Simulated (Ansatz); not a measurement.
Mo:

```xyz
1
Lattice="-1.5838 1.5838 1.5838 1.5838 -1.5838 1.5838 1.5838 1.5838 -1.5838" Properties=species:S:1:pos:R:3 pbc="T T T"
Mo    0.0000    0.0000    0.0000
```

- Program: Ansatz 0.2.0
- Task: relaxation of cell and atoms
- Functional: BLYP
- Potentials or basis: Ansatz PAW
- Cutoff: 420 eV (not typed: the program's choice for these potentials)
- k mesh: 12 × 12 × 12
- Occupations: fermi-dirac, width 0.05 eV
- Spin: no spin polarisation

At the start: volume 15.89 Å³/atom.

Q: How do energy, volume and symmetry change on relaxing?

A: It ends after 4 steps and the volume is 16.40 Å³/atom (+3.2 %); space group Im-3m (No. 229, to 0.05 Å).

The path:
```csv
step,energy change (eV),largest force (eV/Å),volume (Å³)
1,0.0000,0.0000,15.89
2,-0.0121,0.0000,16.46
3,-0.0123,0.0000,16.40
4,-0.0124,0.0000,16.40
```

Final structure:
```cif
data_structure
_symmetry_space_group_name_H-M 'P 1'
_symmetry_Int_Tables_number 1
_cell_length_a 2.7723
_cell_length_b 2.7723
_cell_length_c 2.7723
_cell_angle_alpha 109.471
_cell_angle_beta 109.471
_cell_angle_gamma 109.471
_cell_volume 16.40
loop_
_atom_site_label
_atom_site_type_symbol
_atom_site_fract_x
_atom_site_fract_y
_atom_site_fract_z
_atom_site_occupancy
Mo1 Mo 0.00000 0.00000 0.00000 1
```

Caveat: the plane-wave basis is chosen anew once the cell has moved, so the energies of steps on either side of that aren't comparable; the PAW data sets come from PBE, with cores solved anew for the run's functional, which leaves a small shift of forces and pressure.
